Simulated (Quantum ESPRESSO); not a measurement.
InPd:

```
In Pd
1.0
     3.27188    0.00000    0.00000
     0.00000    3.27188    0.00000
     0.00000    0.00000    3.27188
In Pd
1 1
Direct
  0.00000 0.00000 0.00000
  0.50000 0.50000 0.50000
```

The cell comes from a database or a generator and needn't be the stable form of this composition.

* Program: Quantum ESPRESSO 7.5
* Task: phonons
* Functional: BLYP
* Potentials or basis: GBRV 1.5 PBE
* Cutoff: 762 eV
* Density cutoff: 6095 eV
* k mesh: 8 × 8 × 8
* Occupations: cold, width 0.2 eV
* Spin: no spin polarisation
* Mixing beta: 0.5
* Most SCF iterations: 120
* SCF threshold: 4e-10 Ry

The cell and the atoms were relaxed first, to 19.44 Å³/atom (a = 3.388 Å, b = 3.388 Å, c = 3.388 Å, α = 90.00°, β = 90.00°, γ = 90.00°), and the response was taken there.

Question: What is the highest optical frequency at the zone centre?

Answer: 101 cm⁻¹, a mode of symmetry T1u (IR).

Optical modes at Γ, degenerate ones joined:
```csv
cm⁻¹,components,symmetry,active in
101,3,T1u,IR
```

Caveat: the mesh is thin for the phonons of a metal; the potentials were made for another functional, which shifts forces and pressure.
